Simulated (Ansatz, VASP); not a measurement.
# One calculation of La, two programs

Contents of INCAR:

```
SYSTEM = La
ALGO = Normal ; EDIFF = 1E-6
ENCUT = 520 ; GGA = PE
ISIF = 2 ; ISMEAR = -1
LASPH = .True. ; LCHARG = .False.
LREAL = .False. ; LWAVE = .False.
NBANDS = 12 ; NELM = 100
PREC = Accurate ; SIGMA = 0.05
```

Contents of KPOINTS:

```
k-points
0
Gamma
  11 11 11
  0 0 0
```

Contents of POSCAR:

```
La
1.0
    3.3175402633      0.0000000000      0.0000000000
    0.0000000000      3.3175402633      0.0000000000
    0.0000000000      0.0000000000      3.3175402633
La
1
Direct
    0.0000000000      0.0000000000      0.0000000000
```

Input for Ansatz:

```yaml
crystal:
  lattice:
    - [3.3175402633, 0.0, 0.0]
    - [0.0, 3.3175402633, 0.0]
    - [0.0, 0.0, 3.3175402633]
  atoms:
    - { symbol: La, position: [0.0, 0.0, 0.0] }
kpoints:
  mp_grid: { grid: [11, 11, 11] }
scf:
  occupations: { method: fermi_dirac, width: 0.05 }
hamiltonian:
  xc: pbe
  pseudopotentials:
    kind: all_electron
    lapw: { basis_error: 0.0005 }
    nuclear_model: point
output:
  forces: true
  stress: true
  eigenvalues: true
```

Alike in both runs: task single point; functional PBE; k mesh 11 × 11 × 11; occupations fermi-dirac, width 0.05 eV; no spin polarisation.

```csv
,VASP,Ansatz
version,VASP 6.6.1,Ansatz 0.2.0
potentials or method,"VASP PAW PBE potentials, release 64 (La)","all-electron LAPW, scalar-relativistic"
plane-wave cutoff (eV),520,see its input
```

|  | VASP | Ansatz | Ansatz less VASP |
| --- | --- | --- | --- |
| pressure (GPa) | 0.1 | 0.0 | -0.02 |

Ansatz ran all-electron here, so the differences hold the error of VASP's frozen core and of both bases.

Spin-orbit coupling is left out, which matters for the levels of La.
